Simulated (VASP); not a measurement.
Wanted: the native input for a VASP 6.6.1 run.

| Item | Value |
| --- | --- |
| Task | relaxation of cell and atoms |
| Functional | PBE |
| Dispersion | D3(BJ) |
| Potentials or basis | VASP PAW PBE potentials, release 64 (Pt) |
| Cutoff | 600 eV |
| k mesh | 16 × 16 × 16 |
| Occupations | methfessel-paxton, width 0.1 eV |
| Spin | no spin polarisation |
| Further INCAR settings | ALGO = Normal; EDIFF = 1e-07; IBRION = 2; EDIFFG = -0.005; NSW = 90; ISIF = 3 |

The structure of Pt lies in POSCAR:

```
Pt                                      
1.0
    0.0000000000      1.9627480676      1.9627480676
    1.9627480676      0.0000000000      1.9627480676
    1.9627480676      1.9627480676     -0.0000000000
  Pt            
     1
Direct
     0.0000000000000000    0.0000000000000000    0.0000000000000000
```

The input as run:

INCAR

```
  PREC = Accurate
  ENCUT = 600
  EDIFF = 1E-7
  ISMEAR = 1
  SIGMA = 0.1
  LREAL = F
  LASPH = T
  NELM = 80
  ALGO = Normal
  ISIF = 3
  LWAVE = F
  LCHARG = F
  GGA = PE
  IVDW = 12
  IBRION = 2
  NSW = 90
  EDIFFG = -0.005
```

KPOINTS

```
Automatic mesh
0
Gamma
  16 16 16
```

Potentials or basis: VASP PAW PBE potentials, release 64 (Pt).

Launch:

```bash
$ cat potpaw_PBE.64/Pt/POTCAR > POTCAR
$ mpirun -np 1 vasp_std > vasp.out
```

It gave:

The pressure after relaxing is 0.0 GPa and the band gap on the k mesh is none (metal or under the smearing width). The dispersion energy per atom is -0.777 eV.

Caveat: the relaxation stopped at its first step, so nothing moved; pairwise dispersion overbinds metals, which lowers pressure and volume.

Wall time 8.2 s on 1 thread of Intel(R) Xeon(R) 6975P-C (Granite Rapids), on a shared host, peak memory 0.17 GiB.
